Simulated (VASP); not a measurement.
# Si2W (I4/mmm) in VASP: settings compared, part 2 of 2

VASP 6.6.1.

## 6. Relaxation of cell and atoms, PBE

The input, INCAR:

```
SYSTEM = Si2W
PREC = Accurate
ENCUT = 600
EDIFF = 1E-6
ISMEAR = 1
SIGMA = 0.1
LREAL = .FALSE.
LASPH = .TRUE.
NELM = 80
ALGO = Normal
ISIF = 3
LWAVE = .FALSE.
LCHARG = .FALSE.
GGA = PE
IBRION = 2
NSW = 90
EDIFFG = -0.01
```

The input, KPOINTS:

```
Automatic mesh
0
G
  16 16 16
  0 0 0
```

The input, POSCAR:

```
Si2W
1.0
   -1.6069000000      1.6069000000      3.9149500000
    1.6069000000     -1.6069000000      3.9149500000
    1.6069000000      1.6069000000     -3.9149500000
Si W
2 1
Direct
    0.3347000000      0.3347000000      0.0000000000
    0.6653000000      0.6653000000      0.0000000000
    0.0000000000      0.0000000000      0.0000000000
```

Potentials or basis: VASP PAW PBE potentials, release 64 (Si, W_sv).

Launch:

```
> cat potpaw_PBE.64/Si/POTCAR potpaw_PBE.64/W_sv/POTCAR > POTCAR
> mpirun -np 1 vasp_std > vasp.out
```

OUTCAR:

```text
SYSTEM = Si2W
   PREC = Accurate
   ENCUT = 600
   EDIFF = 1E-6
   ISMEAR = 1
   LREAL = .FALSE.
   LASPH = .TRUE.
   NELM = 80
   ISIF = 3
   GGA = PE
   IBRION = 2
   NSW = 90
   EDIFFG = -0.01

 ion  position               nearest neighbor table
   1  0.335  0.335  0.000-   2 2.59   3 2.62   3 2.62   3 2.62   3 2.62   3 2.62   2 2.63   2 2.63
                             2 2.63   2 2.63
   2  0.665  0.665  0.000-   1 2.59   3 2.62   3 2.62   3 2.62   3 2.62   3 2.62   1 2.63   1 2.63
                             1 2.63   1 2.63
   3  0.000  0.000  0.000-   2 2.62   2 2.62   2 2.62   1 2.62   2 2.62   1 2.62   1 2.62   1 2.62
                             1 2.62   2 2.62

  LATTYP: Found a body centered tetragonal cell.
 ALAT       =     3.2138000000
 C/A-ratio  =     2.4363370465

  Lattice vectors:

 A1 = (  -1.6069000000,   1.6069000000,   3.9149500000)
 A2 = (   1.6069000000,  -1.6069000000,   3.9149500000)
 A3 = (   1.6069000000,   1.6069000000,  -3.9149500000)

Analysis of symmetry for initial positions (statically):
=====================================================================
 Subroutine PRICEL returns:
 Original cell was already a primitive cell.

 Routine SETGRP: Setting up the symmetry group for a
 body centered tetragonal supercell.

 Subroutine GETGRP returns: Found 16 space group operations
 (whereof 16 operations were pure point group operations)
 out of a pool of 16 trial point group operations.

The static configuration has the point symmetry D_4h.

Analysis of symmetry for dynamics (positions and initial velocities):
=====================================================================
 Subroutine PRICEL returns:
 Original cell was already a primitive cell.

 Routine SETGRP: Setting up the symmetry group for a
 body centered tetragonal supercell.

 Subroutine GETGRP returns: Found 16 space group operations
 (whereof 16 operations were pure point group operations)
 out of a pool of 16 trial point group operations.

The dynamic configuration has the point symmetry D_4h.

 Subroutine INISYM returns: Found 16 space group operations
 (whereof 16 operations are pure point group operations),
 and found     1 'primitive' translations

----------------------------------------------------------------------------------------

                                     Primitive cell

  volume of cell :      40.4356

  direct lattice vectors                    reciprocal lattice vectors
    -1.606900000  1.606900000  3.914950000     0.000000000  0.311158131  0.127715552
     1.606900000 -1.606900000  3.914950000     0.311158131  0.000000000  0.127715552
     1.606900000  1.606900000 -3.914950000     0.311158131  0.311158131  0.000000000

  length of vectors
     4.526708376  4.526708376  4.526708376     0.336348992  0.336348992  0.440044048

  position of ions in fractional coordinates (direct lattice)
     0.334700000  0.334700000  0.000000000
     0.665300000  0.665300000  0.000000000
     0.000000000  0.000000000  0.000000000

  ion indices of the primitive-cell ions
   primitive index   ion index
                 1           1
                 2           2
                 3           3

[... 66 lines left out ...]
   LNONCOLLINEAR =      F non collinear calculations
   LSORBIT =      F    spin-orbit coupling
   LASPH  =      T    aspherical Exc in radial PAW
   ENCUT  =  600.0 eV  44.10 Ry    6.64 a.u.   9.04  9.04  9.04*2*pi/ulx,y,z
   NELM   =     80;   NELMIN=  2; NELMDL= -5     # of ELM steps
   EDIFF  = 0.1E-05   stopping-criterion for ELM
   LREAL  =      F    real-space projection
   EDIFFG = -.1E-01   stopping-criterion for IOM
   NSW    =     90    number of steps for IOM
   IBRION =      2    ionic relax: 0-MD 1-quasi-New 2-CG
   NFREE  =      1    steps in history (QN), initial steepest desc. (CG)
   ISIF   =      3    stress and relaxation
   ISYM   =      2    0-nonsym 1-usesym 2-fastsym
   POTIM  = 0.5000    time-step for ionic-motion
   TEBEG  =    0.0;   TEEND  =   0.0 temperature during run
   PSTRESS=    0.0 pullay stress
   NELECT =      22.0000    total number of electrons
   NUPDOWN=      -1.0000    fix difference up-down
   EMIN   =  10.00;   EMAX   =-10.00  energy-range for DOS
   EFERMI =   0.00;   METHOD = LEGACY
   ISMEAR =     1;   SIGMA  =   0.10  broadening in eV -4-tet -1-fermi 0-gaus
   EFERMI_NEDOS =   21; number of points for ismear=-14 and -15
   IALGO  =     38    algorithm
   IMIX   =      4    mixing-type and parameters
     AMIX     =   0.40;   BMIX     =  1.00
     AMIX_MAG =   1.60;   BMIX_MAG =  1.00
  volume/ion in A,a.u.               =      13.48        90.96
  Fermi-wavevector in a.u.,A,eV,Ry     =   1.336476  2.525573 24.302284  1.786167
  Thomas-Fermi vector in A             =   2.465099
   LORBIT       =      0    0 simple, 1 ext, 2 COOP (PROOUT), +10 PAW based schemes
   GGA     = PE    functional components
   LHFCALC =     F    Hartree Fock is set to
   AEXX    =    0.0000 exact exchange contribution
   IVDW    =     0    specifies the selected vdW correction
   LEPSILON=     F    determine dielectric tensor
   LRPA    =     F    only Hartree local field effects (RPA)
 conjugate gradient relaxation of ions
 non-spin polarized calculation
 Methfessel and Paxton  Order N= 1 SIGMA  =   0.10
  energy-cutoff  :      600.00
  volume of cell :       40.44
 maximum number of plane-waves:      1372
   NGX = 19   NGY = 19   NGZ = 19

--------------------------------------- Ionic step        1  -------------------------------------------

 number of electron      21.9999999 magnetization

 Free energy of the ion-electron system (eV)
  ---------------------------------------------------
  ext. energy  EPLUGINS =         0.00000000
  ---------------------------------------------------
  free energy    TOTEN  =       -24.80872441 eV

  energy without entropy =      -24.80866990  energy(sigma->0) =      -24.80870624

------------------------ aborting loop because EDIFF is reached ----------------------------------------

  FORCE on cell =-STRESS in cart. coord.  units (eV):
  Direction    XX          YY          ZZ          XY          YZ          ZX
  --------------------------------------------------------------------------------------
  -------------------------------------------------------------------------------------
  Total        0.8152355      0.8152355      0.9237256      0.0000000      0.0000000     -0.0000000
  in kB       32.3020266     32.3020266     36.6007202      0.0000000      0.0000000     -0.0000000
  external PRESSURE =      33.7349245 kB  Pullay stress =       0.0000000 kB
[... 172 lines left out ...]
--------------------------------------- Ionic step        6  -------------------------------------------

 number of electron      22.0000000 magnetization

 Free energy of the ion-electron system (eV)
  ---------------------------------------------------
  ext. energy  EPLUGINS =         0.00000000
  ---------------------------------------------------
  free energy    TOTEN  =       -24.81506738 eV

  energy without entropy =      -24.81502769  energy(sigma->0) =      -24.81505415

 E-fermi :  11.7410     XC(G=0): -12.4597

 val. band max:       11.7395868378   @ k =   0.0625   0.0625   0.0000
 cond. band min:      11.7531966087   @ k =  -0.3750   0.4375   0.3750
 fundamental gap:      0.0136097709
 Fermi energy:        11.7410493143

 k-point     1 :       0.0000    0.0000    0.0000
  band No.  band energies     occupation
      1     -62.1329      2.00000
      2     -26.3789      2.00000
      3     -26.3662      2.00000
      4     -26.3662      2.00000
      5      -2.2048      2.00000
      6       4.9976      2.00000
      7       7.9951      2.00000
      8       8.5059      2.00000
      9       8.9471      2.00000
     10       8.9471      2.00000
     11      12.3560     -0.00000
     12      14.3995      0.00000
     13      14.7327      0.00000
     14      14.7882      0.00000
[... 401 lines left out ...]
      2     -26.3774      2.00000
      3     -26.3738      2.00000
      4     -26.3729      2.00000
      5      -2.0797      2.00000
      6       5.1115      2.00000
      7       7.5933      2.00000
      8       8.5314      2.00000
      9       8.6277      2.00000
     10       9.3683      2.00000
     11      11.7325      1.14486
     12      14.2209      0.00000
     13      14.8815      0.00000
     14      14.9038      0.00000
     15      15.0989      0.00000

 [... further k-points ...]

------------------------ aborting loop because EDIFF is reached ----------------------------------------

  FORCE on cell =-STRESS in cart. coord.  units (eV):
  Direction    XX          YY          ZZ          XY          YZ          ZX
  --------------------------------------------------------------------------------------
  -------------------------------------------------------------------------------------
  Total        0.0092444      0.0092444      0.0189065      0.0000000     -0.0000000     -0.0000000
  in kB        0.3610268      0.3610268      0.7383682      0.0000000     -0.0000000     -0.0000000
  external PRESSURE =       0.4868072 kB  Pullay stress =       0.0000000 kB
[... 18 lines left out ...]
  FREE ENERGIE OF THE ION-ELECTRON SYSTEM (eV)
  ---------------------------------------------------
  free  energy   TOTEN  =       -24.8150673811 eV

  energy  without entropy=      -24.8150276865  energy(sigma->0) =      -24.81505415

 reached required accuracy - stopping structural energy minimisation
```

CONTCAR:

```text
Si2W
   1.00000000000000
    -1.6147111300865218    1.6147111300865218    3.9336701219092709
     1.6147111300865218   -1.6147111300865218    3.9336701219092709
     1.6147111300865218    1.6147111300865218   -3.9336701219092709
  Si              W
     2     1
Direct
     0.3345087656762761    0.3345087656762761    0.0000000000000000
     0.6654912343237239    0.6654912343237239    0.0000000000000000
     0.0000000000000000    0.0000000000000000    0.0000000000000000

  0.00000000E+00  0.00000000E+00  0.00000000E+00
  0.00000000E+00  0.00000000E+00  0.00000000E+00
  0.00000000E+00  0.00000000E+00  0.00000000E+00
```

It took 6.2 min on 1 thread of Intel Xeon 6975P-C (Granite Rapids), shared host; peak memory 0.41 GiB.

What came out:

| Property | Result |
| --- | --- |
| Free energy | -24.8151 eV |
| Relaxed volume | 13.67 Å³/atom |
| Relaxed cell | a = 4.548 Å, b = 4.548 Å, c = 4.548 Å, α = 138.41°, β = 138.41°, γ = 60.27° |
| Space group after relaxing (to 0.05 Å) | I4/mmm (No. 139) |
| Energy gained by relaxing | 2.1 meV/atom |
| Ionic steps | 6 |
| Pressure after relaxing | 0.0 GPa |
| Largest force after relaxing | 0.003 eV/Å |
| Band gap on the k mesh | none (metal or under the smearing width) |

Forces in eV/Å, atoms in the order of the input:
```
Si   0.000  0.000 -0.003
Si   0.000  0.000  0.003
W    0.000  0.000  0.000
```

Step by step:
| step | energy change (eV) | largest force (eV/Å) | pressure (GPa) | volume (Å³) |
| --- | --- | --- | --- | --- |
| 1 | 0.0000 | 0.0729 | 3.37 | 40.44 |
| 2 | 0.0133 | 0.1022 | -5.51 | 42.12 |
| 3 | -0.0063 | 0.0066 | -0.02 | 41.03 |
| 4 | -0.0063 | 0.0079 | 0.04 | 41.02 |
| 5 | -0.0063 | 0.0018 | 0.05 | 41.03 |
| 6 | -0.0063 | 0.0033 | 0.05 | 41.02 |

Final structure:
```xyz
3
Lattice="-1.6147 1.6147 3.9337 1.6147 -1.6147 3.9337 1.6147 1.6147 -3.9337" Properties=species:S:1:pos:R:3 pbc="T T T"
Si    0.0000    0.0000    2.6317
Si    0.0000    0.0000    5.2356
W     0.0000    0.0000    0.0000
```

Levels at points of the mesh, in eV from the Fermi level:
```tsv
k point	band 8	band 9	band 10	band 11	band 12	band 13	band 14	band 15
(0.00, 0.00, 0.00)	-3.24	-2.79	-2.79	0.61	2.66	2.99	3.05	3.05
(0.50, 0.00, 0.00)	-4.80	-2.74	-2.70	-0.41	2.66	2.76	3.92	4.32
(0.50, 0.50, 0.00)	-5.49	-4.95	-3.18	-1.74	2.74	2.92	3.07	3.86
(0.50, 0.50, 0.50)	-2.53	-0.84	-0.84	-0.48	-0.48	0.79	4.45	4.74
```

The run has no spin-orbit coupling, so splittings on W are missing. PBE usually gives volumes a little too large and moduli too small.

## 7. Overview

```csv
level,potentials or basis,k mesh,cutoff (eV),gap on the mesh (eV),pressure (GPa),relaxed volume (Å³/atom)
PBE,"VASP PAW PBE potentials, release 64 (Si, W)",8 × 8 × 8,300,none,0.0,13.61
r2SCAN,"VASP PAW PBE potentials, release 64 (Si, W_sv)",16 × 16 × 16,600,none,0.0,-
PBE,"VASP PAW PBE potentials, release 64 (Si, W_sv)",16 × 16 × 16,600,none,0.0,13.67
```

Alike in all rows: task relaxation of cell and atoms; no spin polarisation; cell relaxed; smearing methfessel-paxton 0.1 eV.

Caveats: the cutoff is under 1.25 times the usual one of these potentials, so pressure, stress and relaxed cells hold a basis-set (Pulay) error (some runs); the relaxation stopped at its first step, so nothing moved (some runs); the PAW data sets were made with another functional, which shifts forces and pressure a little (some runs).

Total energies depend on the potentials used, so only differences within one code and one set of settings carry meaning.
